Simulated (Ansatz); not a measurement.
Energy landscape near a In3Se structure

Level of theory: DFT PBE, scalar-relativistic, plane waves, PAW in Ansatz.

Cutoff 420 eV; k points 10×10×10 on the computed 4-atom cell (Γ-centred); Gaussian smearing, width 0.10 eV; no spin polarisation.

Reference cell:

```yaml
crystal:
  lattice:
    - [4.80376, 0.00000, 0.00000]
    - [0.00000, 4.80376, 0.00000]
    - [0.00000, 0.00000, 4.80376]
  atoms:
    - { symbol: In, position: [0.00000, 0.50000, 0.50000] }
    - { symbol: In, position: [0.50000, 0.00000, 0.50000] }
    - { symbol: In, position: [0.50000, 0.50000, 0.00000] }
    - { symbol: Se, position: [0.00000, 0.00000, 0.00000] }
```

Each variant moves atoms of this cell by the vectors given, if any (Å), and then applies a symmetric strain (tensor components, Cartesian axes). The reference cell isn't relaxed at this level. Energies are per atom at zero smearing, counted from the lowest variant. Pressure is positive in compression.

1. strain (xx yy zz yz xz xy, %) 2.85 2.85 2.85 0.00 0.00 0.00
2. strain (xx yy zz yz xz xy, %) 3.01 3.01 3.01 0.00 0.00 0.00
3. strain (xx yy zz yz xz xy, %) 0.24 0.24 0.24 0.00 0.00 0.00
4. strain (xx yy zz yz xz xy, %) 4.62 4.62 4.62 0.00 0.00 0.00

| variant | ΔE (meV/atom) | P (GPa) | space group |
| --- | --- | --- | --- |
| 1 | 22.7 | -2.54 | Pm-3m |
| 2 | 25.0 | -2.64 | Pm-3m |
| 3 | 0.0 | -0.55 | Pm-3m |
| 4 | 52.5 | -3.46 | Pm-3m |

Spin polarisation was left out, and a magnetic state may lie lower.